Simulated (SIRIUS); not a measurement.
BeTe under changes of volume

One of the cells (21.679 Å³/atom); the others are scaled copies at fixed shape and fractional positions:

```
CELL_PARAMETERS angstrom
0.00000 2.78834 2.78834
2.78834 0.00000 2.78834
2.78834 2.78834 0.00000
ATOMIC_POSITIONS crystal
Te 0.75000 0.75000 0.75000
Be 0.00000 0.00000 0.00000
```

| Quantity | Value |
| --- | --- |
| Program | SIRIUS 7.12.0 |
| Functional | PBEsol |
| Potentials or basis | all-electron FP-LAPW |
| Cutoff | 166 eV |
| Basis | apw+lo standard |
| k mesh | 8 × 8 × 8 |
| Occupations | fermi-dirac, width 0.05 eV |
| Spin | no spin polarisation |

```csv
volume (Å³/atom),energy over the lowest point (meV/atom),gap on the mesh (eV)
19.979,?,?
20.404,24.73,1.64
20.829,12.95,1.69
21.679,1.01,1.80
22.104,0.00,1.85
22.529,2.37,1.89
```

Task: What does the run at 19.979 Å³/atom give?

Result: Energy over the lowest point 41.13 meV/atom; gap on the mesh 1.58 eV.

Worked out: A Birch-Murnaghan fit of order 3 (a polynomial in V^(-2/3)) to the other rows has its minimum at 22.00 Å³/atom with B0 = V·E''(V) = 62 GPa and B' = 2.8. It gives 40.65 meV/atom at 19.979 Å³/atom, against the run's 41.13. A straight line through the other rows of the gap, of slope 2.58 eV per unit of ln V, extrapolates to 1.59 eV, against the run's 1.58.

Energies are extrapolated to zero smearing.

Caveats: spin-orbit coupling is left out, which moves the levels of the heavy elements.

A mesh can miss the band edges.
